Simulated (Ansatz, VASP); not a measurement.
## Ge: VASP beside Ansatz

```
Ge
1.0
     0.00000    2.83335    2.83335
     2.83335    0.00000    2.83335
     2.83335    2.83335    0.00000
Ge
2
Direct
  0.50000 0.50000 0.50000
  0.75000 0.75000 0.75000
```

Alike in both runs: task single point; functional RPBE; k mesh 9 × 9 × 9; occupations fermi-dirac, width 0.05 eV; no spin polarisation.

|  | VASP | Ansatz |
| --- | --- | --- |
| version | VASP 6.6.1 | Ansatz 0.2.0 |
| potentials or method | VASP PAW PBE potentials, release 64 (Ge_d) | plane waves (420 eV) with PAW, scalar-relativistic |
| plane-wave cutoff (eV) | 520 | 420 |
| valence electrons in the cell | 28 | 28 |

|  | VASP | Ansatz | Ansatz less VASP |
| --- | --- | --- | --- |
| pressure (GPa) | 4.9 | 5.1 | +0.20 |

Caveats: the PAW data sets were made with another functional, which shifts forces and pressure a little (VASP).
